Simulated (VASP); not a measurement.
## CoSi2: equation of state with PBEsol

The system is CoSi2.

```
CELL_PARAMETERS angstrom
0.00000 2.65637 2.65637
2.65637 0.00000 2.65637
2.65637 2.65637 0.00000
ATOMIC_POSITIONS crystal
Co 0.00000 0.00000 0.00000
Si 0.75000 0.75000 0.75000
Si 0.25000 0.25000 0.25000
```

| Item | Value |
| --- | --- |
| Program | VASP 6.6.1 |
| Task | equation of state |
| Functional | PBEsol |
| Potentials or basis | VASP PAW PBE potentials, release 64 (Co, Si) |
| Cutoff | 520 eV |
| k mesh | 8 × 8 × 8 |
| Occupations | fermi-dirac, width 0.05 eV |
| Spin | collinear spin, ferromagnetic start |
| Starting moments | [2.0, 0.0, 0.0] μB |
| Ladder | gaps |
| Further INCAR settings | ALGO = Fast; EDIFF = 1e-07 |

- Equilibrium volume: 12.50 Å³/atom
- Bulk modulus: 195 GPa
- Pressure derivative of the bulk modulus: 4.5 (rough: it moves with the points fitted)

Energy against volume, from the lowest point:
| volume (Å³/atom) | energy (meV/atom) |
| --- | --- |
| 11.996 | 13.25 |
| 12.246 | 3.23 |
| 12.496 | 0.00 |
| 12.746 | 2.86 |
| 12.996 | 11.18 |

All runs of the series together: 2.1 min on 1 thread of AMD EPYC 9R45 96-Core Processor (Zen 5) (shared host).

Caveat: the PAW data sets were made with another functional, which shifts forces and pressure a little.
